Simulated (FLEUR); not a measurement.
**InP under changes of volume**

One of the cells (25.167 Å³/atom); the others are scaled copies at fixed shape and fractional positions:

```xyz
2
Lattice="0.0000 2.9305 2.9305 2.9305 0.0000 2.9305 2.9305 2.9305 0.0000" Properties=species:S:1:pos:R:3 pbc="T T T"
In    0.0000    0.0000    0.0000
P     4.3957    4.3957    4.3957
```

| Property | Result |
| --- | --- |
| Program | FLEUR MaX-R8.1 (later development tree) |
| Functional | AM05 |
| Potentials or basis | all-electron |
| Basis | FLAPW |
| Kmax | 5 1/bohr |
| k mesh | 8 × 8 × 8 |
| Occupations | fermi-dirac, width 0.05 eV |
| Spin | no spin polarisation |

```csv
volume (Å³/atom),energy over the lowest point (meV/atom),gap on the mesh (eV)
23.657,?,?
24.160,15.01,0.92
25.167,0.00,0.69
26.173,2.67,0.48
26.677,9.50,0.37
```

Task: What does the run at 23.657 Å³/atom give?

Result: Energy over the lowest point 30.33 meV/atom; gap on the mesh 1.03 eV.

Worked out: A Birch-Murnaghan fit of order 2 (a polynomial in V^(-2/3)) to the other rows has its minimum at 25.50 Å³/atom with B0 = V·E''(V) = 66 GPa. It gives 30.25 meV/atom at 23.657 Å³/atom, against the run's 30.33. A straight line through the other rows of the gap, of slope -5.52 eV per unit of ln V (its deformation potential), extrapolates to 1.03 eV, against the run's 1.03.

Energies are extrapolated to zero smearing.

Caveats: spin-orbit coupling is left out, which moves the levels of the heavy elements.
